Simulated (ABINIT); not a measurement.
GaAs:

```
As Ga
1.0
     0.00000    2.82685    2.82685
     2.82685    0.00000    2.82685
     2.82685    2.82685    0.00000
As Ga
1 1
Direct
  0.75000 0.75000 0.75000
  0.00000 0.00000 0.00000
```

Base run:

- Program: ABINIT 10.8.3 (patched build)
- Functional: RPBE
- Potentials or basis: JTH PAW PBE v2.0 sp
- Cutoff: 463 eV
- k mesh: 8 × 8 × 8
- Occupations: fermi-dirac, width 0.05 eV
- Spin: no spin polarisation

Its results: band gap on the k mesh 0.65 eV, direct; pressure 5.4 GPa.

Q: The run is repeated on the same cell with these changes: functional from RPBE to PBEsol; spin from no spin polarisation to spin-orbit coupling, no magnetisation. What comes out?

A: Band gap on the k mesh 0.35 eV, direct; pressure 0.3 GPa.

Several settings changed at once, so the effect can't be laid on one alone.

Caveats: the PAW data sets were made with another functional, which shifts forces and pressure a little; this set keeps more shells in the core, which shifts pressures and gaps.
